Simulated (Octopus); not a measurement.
# ZnS (F-43m) in Octopus: reference runs

How does ZnS come out in PBE? The cell is run as given.

Program: Octopus 16.4. These are calculated values, not measurements. Logs are shortened: lines on timing, memory, paths and dates and some standing lists are left out, and cuts for length are marked.

**The experiment to reproduce.**

From “Electronic, vibrational, and thermodynamic properties of ZnS (zincblende and rocksalt structure)”, 2009, arxiv:0911.5022, for a bulk crystal of ZnS at 19 K: band gap 3.85 eV (direct).

The results are compared with them further down.

### Step 1. The crystal as given

It takes space group F-43m (No. 216, cubic). The conventional cell has a = 5.404 Å, b = 5.404 Å, c = 5.404 Å, α = 90.00°, β = 90.00°, γ = 90.00°. Zn (site symmetry -43m) is surrounded by 4 S at 2.34 Å. S (site symmetry -43m) has 4 Zn at 2.34 Å as nearest neighbours.

### Step 2. Single point, PBE

inp reads:

```
CalculationMode = gs
UnitsOutput = eV_Angstrom
PeriodicDimensions = 3
ExperimentalFeatures = yes
PseudopotentialSet = pseudodojo_pbe
%LatticeParameters
 1*angstrom | 1*angstrom | 1*angstrom
%
%LatticeVectors
 0 | 2.702 | 2.702
 2.702 | 0 | 2.702
 2.702 | 2.702 | 0
%
%ReducedCoordinates
 "Zn" | 0.75 | 0.75 | 0.75
 "S" | 0 | 0 | 0
%
%Spacing
 0.13176569*angstrom | 0.13176569*angstrom | 0.13176569*angstrom
%
DerivativesOrder = 8
%KPointsGrid
 9 | 9 | 9
%
KPointsUseSymmetries = yes
XCFunctional = gga_x_pbe + gga_c_pbe
SmearingFunction = fermi_dirac
Smearing = 0.05*eV
ExtraStates = 6
Eigensolver = chebyshev_filter
ConvRelDens = 3e-7
MaximumIter = 120
```

Potentials or basis: pseudodojo_pbe (PseudoDojo 0.5, PBE).

Started as:

```sh
$ OMP_NUM_THREADS=1 octopus > out.log
```

out.log:

```text
Running octopus

[... 17 lines left out ...]

****************************** Species *******************************
  Species 'Zn'
    type             : pseudopotential
    file             : 'Zn.upf'
    file format      : UPF2
    valence charge   : 20.0
    atomic number    :  30
    form on file     : kleinman-bylander
    lmax             : 2
    llocal           : -1
    projectors per l : 2
    total projectors : 6
    application form : kleinman-bylander
    orbitals         : 10
    bound orbitals   : 10

  Species 'S'
    type             : pseudopotential
    file             : 'S.upf'
    file format      : UPF2
    valence charge   : 6.0
    atomic number    :  16
    form on file     : kleinman-bylander
    lmax             : 2
    llocal           : -1
    projectors per l : 2
    total projectors : 6
    application form : kleinman-bylander
    orbitals         :  4
    bound orbitals   :  4

**********************************************************************

***************************** Symmetries *****************************
Space group No.  216
International: F-43m
Schoenflies: Td^2
Info: The system has    24 symmorphic symmetries that can be used.
  Index                Rotation matrix                      Fractional translations
    1 :     1   0   0     0   1   0     0   0   1      0.000000    0.000000    0.000000
    2 :     0   0  -1     1   0  -1     0   1  -1      0.000000    0.000000    0.000000
    3 :     0  -1   1     0  -1   0     1  -1   0      0.000000    0.000000    0.000000
    4 :    -1   1   0    -1   0   1    -1   0   0      0.000000    0.000000    0.000000
    5 :    -1   0   0    -1   0   1    -1   1   0      0.000000    0.000000    0.000000
    6 :     1  -1   0     0  -1   0     0  -1   1      0.000000    0.000000    0.000000
[... 16 lines left out ...]
   23 :     1   0  -1     0   0  -1     0   1  -1      0.000000    0.000000    0.000000
   24 :     0  -1   1     1  -1   0     0  -1   0      0.000000    0.000000    0.000000
Info: The system also has     0 nonsymmorphic symmetries (not used for electrons).
**********************************************************************

Input: [CurvMethod = curv_affine]
Input: [DerivativesStencil = stencil_stargeneral]

****************************** Lattice *******************************
  Lattice Vectors [A]
    0.000000    2.702000    2.702000
    2.702000    0.000000    2.702000
    2.702000    2.702000    0.000000
  Cell volume =            39.4535 [A^3]
  Reciprocal-Lattice Vectors [A^-1]
   -1.162692    1.162692    1.162692
    1.162692   -1.162692    1.162692
    1.162692    1.162692   -1.162692
  Cell angles [degree]
    alpha =   60.000
    beta  =   60.000
    gamma =   60.000
**********************************************************************

Checking if the generated full k-point grid is symmetric

    35 k-points generated from parameters :
 ---------------------------------------------------
    n =    9    9    9

    s1  =  0.50  0.50  0.50

   index |      weight  |             coordinates              |
       1 |     0.001372 |    0.000000    0.000000    0.000000  |
       2 |     0.010974 |    0.111111    0.000000    0.000000  |
       3 |     0.008230 |    0.111111    0.111111    0.000000  |
       4 |     0.016461 |   -0.111111    0.111111    0.000000  |
       5 |     0.032922 |   -0.111111    0.111111    0.111111  |
       6 |     0.010974 |    0.222222    0.000000    0.000000  |
[... 27 lines left out ...]
      34 |     0.008230 |    0.444444    0.444444    0.000000  |
      35 |     0.016461 |   -0.444444    0.444444    0.000000  |

Input: [SmearingFunction = fermi_dirac]
Input: [SymmetrizeDensity = yes]

******************************* States *******************************
Total electronic charge  =       26.000
Number of states         =       19
States block-size        =        4
**********************************************************************
[... 5 lines left out ...]
Simulation Box:
  Type = parallelepiped
  Lengths [A] = (   3.821,   3.821,   3.821)
Main mesh:
  Spacing [A] = ( 0.132, 0.132, 0.132)    volume/point [A^3] =      0.00162
  # inner mesh =      24389
  # total mesh =      76653
  Grid Cutoff [eV] =  2165.798015    Grid Cutoff [Ry] =   159.183232
**********************************************************************

[... 22 lines left out ...]
**********************************************************************

Info: FFT grid dimensions       = 29 x 29 x 29
      Total grid size           = 24389 (      0.2 MiB )
      Inefficient FFT grid. A better grid would be: 30 30 30
Input: [FilterPotentials = filter_TS]
Info: Pseudopotential for Zn
  Radii for localized parts:
    local part     =  1.3 A
    non-local part =  1.2 A
    orbitals       =  5.2 A

Info: Pseudopotential for S
  Radii for localized parts:
    local part     =  1.2 A
    non-local part =  1.2 A
    orbitals       =  4.6 A

Input: [RelativisticCorrection = non_relativistic]
[... 11 lines left out ...]
      Block       2 contains       4 states:       5 -       8
      Block       3 contains       4 states:       9 -      12
      Block       4 contains       4 states:      13 -      16
      Block       5 contains       3 states:      17 -      19
Info: Ground-state allocation done.
Info: Could not find 'restart/gs' directory for restart.
[... 18 lines left out ...]
** Warning:
**   Cannot do LCAO for all states because there are not enough atomic orbitals.
**   Required: 19. Available: 14. 5 orbitals will be randomized.

Info: Unnormalized total charge =     26.002524
Info: Renormalized total charge =     26.000000

** Warning:
**   Symmetrization discrepancy ratio (scalar) =  1.38132E-06

Info: Setting up Hamiltonian.
Info: Performing initial LCAO calculation with     14 orbitals.
Info: Getting Hamiltonian matrix elements.

Eigenvalues [eV]
 #st  Spin   Eigenvalue      Occupation
#k =       1, k = (  0.000000,  0.000000,  0.000000)
   1   --  -122.818500       2.000000
   2   --   -77.018474       2.000000
   3   --   -77.018474       2.000000
   4   --   -77.014476       2.000000
   5   --   -13.075295       2.000000
   6   --    -4.715041       2.000000
   7   --    -4.713689       2.000000
   8   --    -4.713689       2.000000
   9   --    -3.909297       2.000000
  10   --    -3.909297       2.000000
  11   --     0.371808       2.000000
  12   --     0.372310       2.000000
  13   --     0.372310       2.000000
  14   --     3.190351       2.000000
#k =       2, k = (  0.111111,  0.000000,  0.000000)
   1   --  -122.798783       2.000000
   2   --   -77.015419       2.000000
   3   --   -77.011883       2.000000
   4   --   -76.881379       2.000000
   5   --   -12.962987       2.000000
   6   --    -4.431472       2.000000
   7   --    -4.430169       2.000000
   8   --    -4.314869       2.000000
   9   --    -3.495613       2.000000
  10   --    -3.495497       2.000000
  11   --     0.245907       2.000000
  12   --     0.590378       2.000000
  13   --     0.590833       2.000000
  14   --     3.916997       2.000000
[... 33 further k-points ...]
Fermi energy =     9.225425 eV
Generating random wavefunctions for states       15 and above
Orthogonalizing wavefunctions.
Info: Ground-state restart information will be written to 'restart/gs'.
Info: SCF using complex wavefunctions.
Info: Starting SCF iteration.

** Warning:
**   Symmetrization discrepancy ratio (scalar) =  6.98645E-03

*********************** SCF CYCLE ITER #    1 ************************
 etot  = -5.94087120E+03 abs_ev   =  9.49E+01 rel_ev   =  1.21E-01
 ediff =        2.18E+02 abs_dens =  1.28E+00 rel_dens =  4.91E-02
Matrix vector products: 875
Converged eigenvectors: 0

#  State  KPoint  Eigenvalue [eV]  Occupation    Error
      1       1     -122.819514    2.000000   ( 1.8E-07)
      1       2     -122.819514    2.000000   ( 9.3E-06)
      1       3     -122.819514    2.000000   ( 1.2E-05)
      1       4     -122.819513    2.000000   ( 1.3E-05)
      1       5     -122.819512    2.000000   ( 1.8E-05)
      1       6     -122.819512    2.000000   ( 2.2E-05)
      1      10     -122.819512    2.000000   ( 2.3E-05)
      1       7     -122.819511    2.000000   ( 2.0E-05)

  [output of 438 eigenvalues skipped: maximum error = 4.9E-02]

     13       6       -0.096467    2.000000   ( 2.1E-02)
     12       3       -0.031348    2.000000   ( 1.9E-02)
     13       3       -0.008353    2.000000   ( 2.4E-02)
     13       4        0.098836    2.000000   ( 1.2E-02)
     12       2        0.137155    2.000000   ( 8.7E-03)
     13       2        0.141873    2.000000   ( 1.1E-02)
[... 9 lines left out ...]
     14      12        4.183562    0.000000   ( 3.7E-02)
     14      34        4.254986    0.000000   ( 3.6E-02)

  [output of 194 eigenvalues skipped: maximum error = 1.8E-01]

     19      27       16.379160    0.000000   ( 1.7E-01)
     19      32       16.529661    0.000000   ( 1.7E-01)
     19      28       16.626065    0.000000   ( 1.1E-01)
     19      24       16.942762    0.000000   ( 1.3E-01)
     19      21       17.078704    0.000000   ( 1.7E-01)
     19      29       17.708061    0.000000   ( 1.6E-01)
     19      26       18.072434    0.000000   ( 1.8E-01)
     19      35       18.259113    0.000000   ( 1.8E-01)

Density of states:

----------------------------------------------------------%-----------
----------------------------------------------------------%-----------
----------------------------------------------------------%-----------
----------------------------------------------------------%-----------
----------------------------------------------------------%-----------
----------------------%-----------------------------------%-----------
----------------------%-----------------------------------%-----------
----------------------%-----------------------------------%%----------
%---------------------%-------------------------------%---%%%--%%%%---
%---------------------%-------------------------------%---%%%-%%%%%%%-
                                                             ^

Fermi energy =     1.374546 eV

**********************************************************************

*********************** SCF CYCLE ITER #    2 ************************
 etot  = -5.98409865E+03 abs_ev   =  1.46E+01 rel_ev   =  1.82E-02
 ediff =        1.59E+00 abs_dens =  4.33E-01 rel_dens =  1.66E-02
Matrix vector products: 875
Converged eigenvectors: 0
[... 139 lines left out ...]
*********************** SCF CYCLE ITER #   14 ************************
 etot  = -5.98939120E+03 abs_ev   =  2.80E-04 rel_ev   =  3.48E-07
 ediff =        1.75E-05 abs_dens =  3.40E-06 rel_dens =  1.31E-07
Matrix vector products: 875
Converged eigenvectors: 0

#  State  KPoint  Eigenvalue [eV]  Occupation    Error
      1       1     -124.106094    2.000000   ( 5.9E-08)
      1       2     -124.106093    2.000000   ( 5.9E-08)
      1       3     -124.106093    2.000000   ( 5.9E-08)
      1       4     -124.106092    2.000000   ( 5.9E-08)
      1       5     -124.106092    2.000000   ( 5.9E-08)
      1       6     -124.106092    2.000000   ( 5.9E-08)
      1      10     -124.106091    2.000000   ( 5.9E-08)
      1       7     -124.106091    2.000000   ( 5.9E-08)

  [output of 438 eigenvalues skipped: maximum error = 1.9E-07]

     13       6        0.388939    2.000000   ( 1.8E-07)
     12       3        0.451570    2.000000   ( 2.1E-07)
     13       3        0.451715    2.000000   ( 2.1E-07)
     13       4        0.624472    2.000000   ( 1.7E-07)
     12       2        0.662815    2.000000   ( 1.9E-07)
     13       2        0.663031    2.000000   ( 2.2E-07)
[... 9 lines left out ...]
     14      34        4.250793    0.000000   ( 5.0E-07)
     14       4        4.297583    0.000000   ( 2.1E-06)

  [output of 194 eigenvalues skipped: maximum error = 7.5E-02]

     19      17       14.230256    0.000000   ( 5.0E-02)
     19      11       14.360442    0.000000   ( 5.4E-02)
     19      21       14.369399    0.000000   ( 6.8E-02)
     19      29       14.375531    0.000000   ( 5.6E-02)
     19      31       14.376421    0.000000   ( 4.2E-02)
     19      13       14.440938    0.000000   ( 6.7E-02)
     19      25       14.618352    0.000000   ( 5.9E-02)
     19      33       14.735922    0.000000   ( 5.6E-02)

Density of states:

-----------------------------------------------------------%----------
-----------------------------------------------------------%----------
-----------------------------------------------------------%----------
-----------------------------------------------------------%----------
-----------------------%-----------------------------------%----------
-----------------------%-----------------------------------%----------
-----------------------%-----------------------------------%----------
-----------------------%-----------------------------------%-%----%---
%----------------------%--------------------------------%--%%%--%%%%%-
%----------------------%--------------------------------%--%%%%-%%%%%%
                                                               ^

Fermi energy =     1.933029 eV

**********************************************************************

Info: SCF converged in   14 iterations

** Warning:
**   Some of the states are not fully converged!

Info: Number of matrix-vector products:      12250
Info: Finished writing information to 'restart/gs'.

Octopus emitted 18 warnings.
```

Run time: 6.1 min. Hardware: 1 thread of Arm Neoverse V1, shared host; peak memory 0.95 GiB.

Results:

```
Free energy            : -5989.3916 eV
Band gap on the k mesh : 2.11 eV, direct
```

Levels at points of the mesh, in eV from the valence-band top:
```tsv
k point	band 11	band 12	band 13	band 14	band 15	band 16
(0.00, 0.00, 0.00)	0.00	0.00	0.00	2.11	6.38	6.38
```

### Step 3. How close it comes

Step 2. Measured gap of ZnS: 3.85 eV (direct; 19 K; quoted in “Electronic, vibrational, and thermodynamic properties of ZnS (zincblende and rocksalt structure)”, 2009, arxiv:0911.5022). This calculation gives 2.11 eV (-1.74 eV). The value is that of PBE, without temperature or zero-point motion. Semilocal functionals fall short of measured gaps as a rule.
